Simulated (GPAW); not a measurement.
# Sb (P6_3/mmc) in GPAW: single point with PBE

Aim: the single point of Sb with PBE.

Everything below comes from runs of GPAW 26.7.0. Logs are shortened: lines on timing, memory, paths and dates and some standing lists are left out, and cuts for length are marked. The log counts tension as positive stress, the text compression.

### Step 1. The structure

The structure is hexagonal, space group P6_3/mmc (No. 194). The conventional cell has a = 3.355 Å, b = 3.355 Å, c = 5.470 Å, α = 90.00°, β = 90.00°, γ = 120.00°. Sb (site symmetry -6m2) has 12 Sb at 3.35 Å as nearest neighbours.

This isn't the form of Sb at room conditions, which is rhombohedral.

### Step 2. Single point, PBE

The input, run.py:

```python
from ase import Atoms
from ase.dft.bandgap import bandgap
from ase.io import write
from ase.units import GPa
from gpaw import GPAW, PW

atoms = Atoms(['Sb', 'Sb'],
              cell=[[3.3545324186, 0.0, 0.0],
                    [-1.6772662093, 2.9051102923, 0.0],
                    [0.0, 0.0, 5.47016065]],
              scaled_positions=[[0.6666666667, 0.3333333333, 0.75],
                                [0.3333333333, 0.6666666667, 0.25]],
              pbc=True)

calc = GPAW(mode=PW(500),
            xc='PBE',
            kpts={'size': (7, 7, 4), 'gamma': True},
            occupations={'name': 'fermi-dirac', 'width': 0.05},
            nbands=25,
            maxiter=120,
            txt='gpaw.txt')
atoms.calc = calc
energy = atoms.get_potential_energy()
forces = atoms.get_forces()
stress = atoms.get_stress()
calc.write('gs.gpw')
write('result.traj', atoms)
print(f'Energy: {energy:.6f} eV')
print('Forces (eV/A):')
print(forces.round(4))
print('Stress (GPa):', (stress / GPa).round(3))
print('Fermi level:', round(calc.get_fermi_level(), 4), 'eV')
print(f'Gap: {bandgap(calc)[0]:.4f} eV, direct: {bandgap(calc, direct=True)[0]:.4f} eV')
```

Potentials or basis: GPAW PAW data sets (gpaw-data 1.2.1), pw.

Run with:

```
$ OMP_NUM_THREADS=1 python run.py
```

gpaw.txt:

```text
__  _  _
 | _ |_)|_||  |
 |__||  | ||/\| - 26.7.0

Input parameters:
  mode=PW(ecut=500.0),
  kpts=MonkhorstPack(size=(7, 7, 4), gamma=True),
  maxiter=120,
  nbands=25,
  occupations=Occupations(name='fermi-dirac', width=0.05),
  xc=XC(name='PBE')

Diagonalizing LCAO Hamiltonian
Converting LCAO to pw mode

           Sb

        Sb

Atoms  # Å, Bohr magnetons
|   | symbol |         x |        y |        z |    initial magnetic moments |
|---|--------|-----------|----------|----------|-----------------------------|
| 0 |     Sb |  1.677266 | 0.968370 | 4.102620 | ( 0.0000,  0.0000,  0.0000) |
| 1 |     Sb | -0.000000 | 1.936740 | 1.367540 | ( 0.0000,  0.0000,  0.0000) |

Unit cell  # Å
| periodic |         x |        y |        z |  lengths |     angles |
|----------|-----------|----------|----------|----------|------------|
|      yes |  3.354532 | 0.000000 | 0.000000 | 3.354532 |  90.000000 |
|      yes | -1.677266 | 2.905110 | 0.000000 | 3.354532 |  90.000000 |
|      yes |  0.000000 | 0.000000 | 5.470161 | 5.470161 | 120.000000 |

Number of symmetries: 12
Symmetry operations  # r_c * U_cc + t_c -> r_c
|    | kind |            matrix            |
|----|------|------------------------------|
|  0 |  σ   |  1, 1, 0,  0,-1, 0,  0, 0, 1 |
|  1 |  S6  |  1, 1, 0, -1, 0, 0,  0, 0,-1 |
|  2 |  E   |  1, 0, 0,  0, 1, 0,  0, 0, 1 |
|  3 |  C2  |  1, 0, 0, -1,-1, 0,  0, 0,-1 |
|  4 |  C2  |  0, 1, 0,  1, 0, 0,  0, 0,-1 |
|  5 |  C3  |  0, 1, 0, -1,-1, 0,  0, 0, 1 |
|  6 |  S6  |  0,-1, 0,  1, 1, 0,  0, 0,-1 |
|  7 |  σ   |  0,-1, 0, -1, 0, 0,  0, 0, 1 |
|  8 |  σ   | -1, 0, 0,  1, 1, 0,  0, 0, 1 |
|  9 |  i   | -1, 0, 0,  0,-1, 0,  0, 0,-1 |
| 10 |  C3  | -1,-1, 0,  1, 0, 0,  0, 0, 1 |
| 11 |  C2  | -1,-1, 0,  0, 1, 0,  0, 0,-1 |

BZ-sampling:
  Number of BZ points: 196
  Number of IBZ points: 28

  Monkhorst-Pack size: [7, 7, 4]
  Monkhorst-Pack shift: [0.0, 0.0, 0.125]

K-points  # in reciprocal-cell coordinates
|     |                                coordinates |     weight |
|-----|--------------------------------------------|------------|
|   0 | (  0.00000000,   0.00000000,   0.00000000) | 0.00510204 |
|   1 | (  0.00000000,   0.00000000,   0.25000000) | 0.01020408 |
|   2 | (  0.00000000,   0.00000000,   0.50000000) | 0.00510204 |
|   3 | (  0.14285714,   0.00000000,  -0.25000000) | 0.03061224 |
|   4 | (  0.14285714,   0.00000000,   0.00000000) | 0.03061224 |
|   5 | (  0.14285714,   0.00000000,   0.25000000) | 0.03061224 |
|   6 | (  0.14285714,   0.00000000,   0.50000000) | 0.03061224 |
|   7 | (  0.28571429,  -0.14285714,   0.00000000) | 0.03061224 |
|   8 | (  0.28571429,  -0.14285714,   0.25000000) | 0.06122449 |
|   9 | (  0.28571429,  -0.14285714,   0.50000000) | 0.03061224 |
| ... |                                            |            |
|  27 | (  0.42857143,   0.42857143,   0.50000000) | 0.03061224 |

Plane wave coefficients: 1376
Cutoff: 500.0 eV

Spin-components: 1 (collinear spins)
Bands:           25
Projectors:      12
Spin-degeneracy: 2
Datatype:        complex128

Parallelization:
  kpt:    1
  domain: 1
  band:   1

Density:
  Valence electrons: 30.0
  Components: 1
  Grid points: [18 18 30]
  Charge: 0.0  # |e|

Potential:
  Grid points: [18 18 30]

species:
  Sb:
    name:    Antimony
    Z:       51.0
    valence: 15
    core:    36
    charge:  0.0  # [|e|]
    compensation charges:
      type: gauss
      rc: 0.36  # [Å]
      lmax: 2
    cutoffs:
      filter: 2.23  # [Å]
      core: 2.23  # [Å]
    projectors
    | kind |    occ | energy [eV] | rcut [Å] |
    |------|--------|-------------|----------|
    |   5s |  2.000 |     -12.815 |    1.154 |
    |   5p |  3.000 |      -4.830 |    1.233 |
    |   4d | 10.000 |     -33.514 |    1.196 |
    |    s |        |      14.396 |    1.154 |
    |    p |        |      22.381 |    1.233 |
    |    d |        |      -6.303 |    1.196 |

    Using partial waves for Sb as LCAO basis

Reference energy: -352563.116496  # eV

eigensolver:
  PPCG
  Converge bands: occupied
  niter=2

density mixing:
  MSR1-Mixer
  Pratt-step length: 0.05
  Maximum mixing coefficient: 0.75
  Old densities: 10
  SVD Regularization: 0.005
  Good broyden scale: 1.0
  Trust region scale: 1.0
  Backstep threshold: 4.0
  History deletion threshold: 6.0
  Fourier metric: weight=20.0, sigma=0.015

occupation numbers:
  Fermi-Dirac:
    width: 0.0500  # eV

poisson solver:
  ecut: 4000.0  # eV

xc functional:
  name: PBE with 2 nearest neighbor stencil

convergence criteria:
- Maximum [total energy] change in last 3 cyles: 0.0005 eV / valence electron
- Maximum integral of absolute [dens]ity change: 0.0001 electrons / valence electron
- Maximum integral of absolute [eigenst]ate change: 4e-08 eV^2 / valence electron
maximum number of iterations: 120

SCF iterations
|iter     | |      energy | eigst |  dens |
|---------|-|-------------|-------|-------|
|iter:   1| |   -8.228622 | +0.41 |       |
|iter:   2| |   -8.234319 | -2.16 | -1.86 |
|iter:   3| |   -8.223910c| -2.57 | -1.88 |
|iter:   4| |   -8.224495c| -4.03 | -2.50 |
|iter:   5| |   -8.224665c| -4.84 | -2.92 |
|iter:   6| |   -8.224668c| -5.51 | -3.41 |
|iter:   7| |   -8.224672c| -6.60 | -3.82 |
|iter:   8| |   -8.224672c| -7.54c| -4.89c|

Converged in 8 steps
Energy contributions relative to reference atoms: (reference = -352563.116496)

Energy contributions:
  Kinetic:           0.971173
  Coulomb:          -1.622454
  Zero:              0.361841
  External:          0.000000
  Xc:               -7.928863
  Entropy:          -0.012738
  Spinorbit:         0.000000
  ----------------------------
  Free energy:      -8.231041
  Extrapolated:     -8.224672

dipole moment: (-0.000000, -0.000001, -0.000001)  # |e|*Ang

Fermi level: 8.134
Eigenvalues  # (at kpt = [0.000, 0.000, 0.000])
| band index |      eig [eV] | occ [0-2] |
|------------|---------------|-----------|
|          0 |       -21.075 |     2.000 |
|        ... |               |           |
|          5 |       -21.048 |     2.000 |
|          6 |       -21.047 |     2.000 |
|          7 |       -21.047 |     2.000 |
|          8 |       -20.997 |     2.000 |
|          9 |       -20.997 |     2.000 |
|         10 |        -4.717 |     2.000 |
[... 8 lines left out ...]
|         19 |        17.406 |     0.000 |
|         20 |        18.676 |     0.000 |
|        ... |               |           |
|         24 |        20.461 |     0.000 |

No gap
No difference between direct/indirect transitions

Forces  # eV/Ang
|        x |       y |        z |
|----------|---------|----------|
| -0.00000 | 0.00000 |  0.00008 |  # Sb   0
|  0.00000 | 0.00000 | -0.00008 |  # Sb   1

Stress tensor  # eV/Ang^3
|         x |         y |         z |
|-----------|-----------|-----------|
| -0.007811 |  0.000000 |  0.000000 |
|  0.000000 | -0.007811 |  0.000000 |
|  0.000000 |  0.000000 | -0.000543 |

# Writing to gs.gpw (mode='')
```

Wall time 20 s (1 thread of Arm Neoverse V1, shared host); peak memory 0.14 GiB.

What came out:

| Property | Result |
| --- | --- |
| Free energy | -8.2310 eV |
| Pressure | 0.9 GPa |
| Band gap on the k mesh | none (metal or under the smearing width) |

Levels at points of the mesh, in eV from the Fermi level:
```csv
k point,band 11,band 12,band 13,band 14,band 15,band 16,band 17,band 18,band 19,band 20
"(0.00, 0.00, 0.00)",-12.85,-9.01,-5.75,3.73,3.73,5.39,5.39,5.62,8.01,9.27
"(0.00, 0.00, 0.50)",-11.61,-11.61,-0.66,-0.66,4.55,4.55,4.55,4.55,8.97,8.97
```

Caveat: the cutoff is short for stress and forces, so pressures can be off by a GPa or more.
